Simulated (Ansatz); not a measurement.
## A strain series on GaN (rocksalt): isotropic on every length

GaN (rocksalt), relaxed with r2SCAN in the plane-wave code Ansatz, then strained (isotropic on every length; changes of length per length, axes as in the cell below) with the atoms relaxed again within the symmetry that is left. Space group Fm-3m (No. 225), cubic; a = 4.217 Å in the conventional setting, 9.37 Å³ an atom. Ga is surrounded by 6 N at 2.11 Å; N is surrounded by 6 Ga at 2.11 Å. The cell comes from a prototype generator: it can be a known phase or a hypothetical one. Spin polarisation is off.

```
Ga N
1.0
     0.00000    2.10852    2.10852
     2.10852    0.00000    2.10852
     2.10852    2.10852    0.00000
Ga N
1 1
Cartesian
  0.0000 0.0000 0.0000
  2.1085 2.1085 2.1085
```

Gaps are the least over each mesh (PBE 10×10×10, r2SCAN 10×10×10, HSE06 8×8×8 when unstrained) and the special points, which keep their unstrained names; stress is the change from the unstrained cell, compression positive.

```csv
strain (%),"gap, PBE (eV)","gap, r2SCAN (eV)","gap, HSE06 (eV)","edges, HSE06","mean stress, r2SCAN (GPa)","energy rise, r2SCAN (meV/atom)"
-2.29,1.093,1.649,2.437,Γ–K (0.47) → X,+19.81,36.4
0.0,0.633,1.159,1.898,Γ–K (0.47) → X,0.00,0.0
+1.0,0.445,0.957,1.674,Γ–K (0.47) → X,-6.80,6.2
+5.0,none (overlap 0.230),0.214,0.844,Γ–K (0.46) → X,-25.49,135.0
```

Problem. Estimate the row for a strain of -2.0 %.

Solution.
```csv
strain (%),"gap, PBE (eV)","gap, r2SCAN (eV)","gap, HSE06 (eV)","edges, HSE06","mean stress, r2SCAN (GPa)","energy rise, r2SCAN (meV/atom)"
-2.0,1.032,1.585,2.367,Γ–K (0.47) → X,+16.93,27.5
```

Between zero and the nearest strains the slope of the HSE06 gap against strain is -0.234 eV per percent for negative and -0.224 for positive strain. The PBE gap closes between +1.0 and +5.0 %.

Overlapping bands make a metal at that level, for which these meshes are coarse; small forces, stresses and energy differences are uncertain. A small overlap in a semilocal functional can be an artefact that a hybrid or GW lifts.

Where an edge lies off the special points, it is a point of the mesh or the k point where a search put PBE's edge or least direct gap, reused for the other functionals, whose own edges may lie a little apart.

The meshes of the hybrids are coarse, so their gaps aren't converged to the digits shown.
